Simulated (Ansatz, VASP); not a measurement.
**Pb in VASP and in Ansatz**

File INCAR:

```
PREC     = Accurate       # precision mode
ENCUT    = 520            # plane-wave cutoff, eV
EDIFF    = 1E-6           # SCF threshold, eV
ISMEAR   = -1             # smearing method
SIGMA    = 0.05           # smearing width, eV
LREAL    = False          # projectors in reciprocal space
LASPH    = True           # aspherical terms in the spheres
NELM     = 100            # most SCF steps
ALGO     = Normal         # electronic algorithm
ISIF     = 2              # what is computed and relaxed
LWAVE    = False          # write WAVECAR
LCHARG   = False          # write CHGCAR
GGA      = PS             # functional
NBANDS   = 21             # bands
```

Contents of KPOINTS:

```
Automatic mesh
0
Gamma
  6 6 6
```

The input POSCAR:

```
Pb
1.0
    0.0000000000      3.4390000555      3.4733900561
    3.4390000555      0.0000000000      3.4733900561
    3.4390000555      3.4390000555      0.0000000000
Pb
2
Direct
    0.2500000000      0.2500000000      0.2500000000
    0.0000000000      0.0000000000      0.0000000000
```

Contents of input.yaml:

```yaml
crystal:
  lattice:
    - [0.0, 3.4390000555, 3.4733900561]
    - [3.4390000555, 0.0, 3.4733900561]
    - [3.4390000555, 3.4390000555, 0.0]
  atoms:
    - { symbol: Pb, position: [0.25, 0.25, 0.25] }
    - { symbol: Pb, position: [0.0, 0.0, 0.0] }
hamiltonian:
  xc: pbesol
  pseudopotentials: { kind: paw }
kpoints:
  mp_grid: { grid: [6, 6, 6] }
scf:
  occupations: { method: fermi_dirac, width: 0.05 }
output:
  forces: true
  stress: true
  eigenvalues: true
```

This isn't the form of Pb at room conditions, which is fcc.

Alike in both runs: task single point; functional PBEsol; k mesh 6 × 6 × 6; occupations fermi-dirac, width 0.05 eV; no spin polarisation.

```csv
,VASP,Ansatz
version,VASP 6.6.1,Ansatz 0.2.0
potentials or method,"VASP PAW PBE potentials, release 64 (Pb_d)",Ansatz PAW
plane-wave cutoff (eV),520,420
valence electrons in the cell,28,28
```

```tsv
	VASP	Ansatz	Ansatz less VASP
gap on the k mesh at the Fermi level (eV)	none	none	-
pressure (GPa)	0.2	0.2	+0.06
```

A gap of «none» marks a metal or a gap that the smearing closes.

Caveats: the PAW data sets were made with another functional, which shifts forces and pressure a little (VASP); the PAW data sets come from PBE, with cores solved anew for the run's functional, which leaves a small shift of forces and pressure (Ansatz). Spin-orbit coupling is left out, which matters for the levels of Pb.
